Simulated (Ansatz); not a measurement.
Crystal: ZrSe2.

```
CELL_PARAMETERS angstrom
3.79800 0.00000 0.00000
-1.89900 3.28916 0.00000
0.00000 0.00000 6.19200
ATOMIC_POSITIONS crystal
Zr 0.00000 0.00000 0.00000
Se 0.66667 0.33333 0.75000
Se 0.33333 0.66667 0.25000
```

* Program: Ansatz 0.2.0
* Task: single point
* Functional: PBE
* Potentials or basis: all-electron LAPW, scalar-relativistic
* Cutoff: 235 eV (chosen from the basis error)
* Basis error allowed: 0.001 eV/atom
* k mesh: 8 × 8 × 5
* Occupations: fermi-dirac, width 0.05 eV
* Spin: no spin polarisation

On this cell: pressure 1.9 GPa; largest force 0.285 eV/Å; band gap on the k mesh 0.41 eV, indirect (least direct gap 1.06 eV).

The same run follows on a disturbed copy (atoms moved at random, drawn with an rms of 0.05 Å):

```
CELL_PARAMETERS angstrom
3.79800 0.00000 0.00000
-1.89900 3.28916 0.00000
0.00000 0.00000 6.19200
ATOMIC_POSITIONS crystal
Zr 0.00943 0.99966 0.99984
Se 0.66955 0.32722 0.74845
Se 0.33833 0.67539 0.25180
```

Problem. What changes?

Solution. The energy moves by +0.1 meV/atom; pressure 1.5 GPa; largest force 0.259 eV/Å; band gap on the k mesh 0.36 eV, indirect (least direct gap 1.03 eV).

Forces in eV/Å, atoms in the order of the input:
```
Zr  -0.068  0.014  0.011
Se  -0.031  0.142 -0.193
Se   0.099 -0.156  0.182
```

Stress tensor (GPa, compression positive):
```
 1.34 -0.14  0.41
-0.14  0.67 -0.93
 0.41 -0.93  2.54
```

Caveats: an odd mesh through Γ misses points on the zone boundary, where band edges often lie; this functional lacks dispersion, which binds the layers, so the pressure and a relaxed spacing across them are unreliable (some runs).
